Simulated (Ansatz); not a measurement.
Start from CsBr in the CsCl type structure (space group Pm-3m, No. 221).

```yaml
crystal:
  lattice:
    - [4.24203, 0.00000, 0.00000]
    - [0.00000, 4.24203, 0.00000]
    - [0.00000, 0.00000, 4.24203]
  atoms:
    - { symbol: Cs, position: [0.00000, 0.00000, 0.00000] }
    - { symbol: Br, position: [0.50000, 0.50000, 0.50000] }
```

Cartesian axes are those of the cell as printed.

Computed with Ansatz (an electronic-structure program), PBEsol, PAW, cutoff 420 eV, scalar-relativistic without spin-orbit coupling.

Base values:

| Item | Value |
|---|---|
| Valence-band top at Γ | 0.00, 0.00, 0.00 eV |
| Valley order | Γ 4.45 eV; M along ⟨110⟩ 5.16 eV |
| Electron mass | 0.29 mₑ (at Γ) |

Modification: tensor shear ε_xz = −0.79 % (engineering shear γ = -0.0158); the atoms relax in the strained cell.

**Question.** What does the calculation give for the stress after the change?

**Answer.** The stress (xx, yy, zz, yz, xz, xy; compression positive) comes out as (0.01, 0.01, 0.01, 0.00, 0.13, 0.00) GPa.

**Question.** Predict the new valence-band top at Γ.

**Answer.** The valence-band top at Γ (three highest levels, from the VBM) becomes 0.00, -0.01, -0.01 eV (base: 0.00, 0.00, 0.00 eV).

**Question.** How does this affect the valley order?

**Answer.** The valley order (the lowest conduction-band minima on the path, energy above the VBM, named in the base's zone) becomes Γ 4.44 eV; M along [101] 5.15 eV; M along [110] 5.15 eV (base: Γ 4.45 eV; M along ⟨110⟩ 5.16 eV).

**Question.** How does this affect the electron mass?

**Answer.** The electron mass stays 0.29 mₑ (at Γ).

The levels and masses belong to the bands next to the band gap. Masses are band curvatures over ±0.01 Å⁻¹ around the edge. Whether these cells are dynamically stable was not tested.
